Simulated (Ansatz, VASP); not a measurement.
**Te in VASP and in Ansatz**

```
CELL_PARAMETERS angstrom
2.28480 1.31913 1.86394
-2.28480 1.31913 1.86394
0.00000 -2.63826 1.86394
ATOMIC_POSITIONS crystal
Te 0.50000 0.50000 0.50000
```

Alike in both runs: functional r2SCAN; k mesh 11 × 11 × 11; occupations gaussian, width 0.1 eV; no spin polarisation.

Ansatz relaxed the structure, and its values are those at the end. VASP's run is a single point on that final structure, the one shown.

|  | VASP | Ansatz |
| --- | --- | --- |
| version | VASP 6.6.1 | Ansatz 0.2.0 |
| potentials or method | VASP PAW PBE potentials, release 64 (Te) | plane waves, PAW |
| plane-wave cutoff (eV) | 520 | 500 |
| valence electrons in the cell | 6 | 16 |

|  | VASP | Ansatz | Ansatz less VASP |
| --- | --- | --- | --- |
| pressure (GPa) | -2.0 | -2.0 | +0.04 |

With one functional, cell and mesh, what is left measures potentials, basis and numerics. The two sets of potentials don't hold the same shells in valence.

Caveats: the PAW data sets were made with another functional, which shifts forces and pressure a little (VASP). The runs have no spin-orbit coupling, so splittings on Te are missing.
